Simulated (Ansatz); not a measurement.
Crystal: BaH2.

```
Ba H
1.0
     4.46203    0.00000    0.00000
    -2.23101    3.86423    0.00000
     0.00000    0.00000    6.05529
Ba H
2 4
Direct
  0.33333 0.66667 0.25000
  0.66667 0.33333 0.75000
  0.00000 0.00000 0.00000
  0.00000 0.00000 0.50000
  0.66667 0.33333 0.25000
  0.33333 0.66667 0.75000
```

The cell comes from a database or a generator and needn't be the stable form of this composition.

| Item | Value |
| --- | --- |
| Program | Ansatz 0.2.0 |
| Task | relaxation of cell and atoms |
| Functional | PBEsol |
| Dispersion | D3(BJ) |
| Potentials or basis | Ansatz PAW |
| Cutoff | 420 eV (not typed: the program's choice for these potentials) |
| k mesh | 7 × 7 × 5 |
| Occupations | fermi-dirac, width 0.05 eV |
| Spin | no spin polarisation |

At the start: volume 17.40 Å³/atom.

Question: How do energy, volume and symmetry change on relaxing?

Answer: It ends after 5 steps and the volume is 15.32 Å³/atom (-12.0 %); space group P6_3/mmc (No. 194, to 0.05 Å).

Step by step:
```csv
step,energy change (eV),largest force (eV/Å),volume (Å³)
1,0.0000,0.0000,104.41
2,-0.1411,0.0000,90.45
3,-0.1656,0.0000,92.45
4,-0.1667,0.0000,91.92
5,-0.1631,0.0000,91.92
```

Final structure:
```yaml
crystal:
  lattice:
    - [4.33524, 0.00000, 0.00000]
    - [-2.16762, 3.75443, 0.00000]
    - [0.00000, 0.00000, 5.64757]
  atoms:
    - { symbol: Ba, position: [0.33333, 0.66667, 0.25000] }
    - { symbol: Ba, position: [0.66667, 0.33333, 0.75000] }
    - { symbol: H, position: [0.00000, 0.00000, 0.00000] }
    - { symbol: H, position: [0.00000, 0.00000, 0.50000] }
    - { symbol: H, position: [0.66667, 0.33333, 0.25000] }
    - { symbol: H, position: [0.33333, 0.66667, 0.75000] }
```

Caveat: the plane-wave basis is chosen anew once the cell has moved, so the energies of steps on either side of that aren't comparable; the PAW data sets come from PBE, with cores solved anew for the run's functional, which leaves a small shift of forces and pressure.
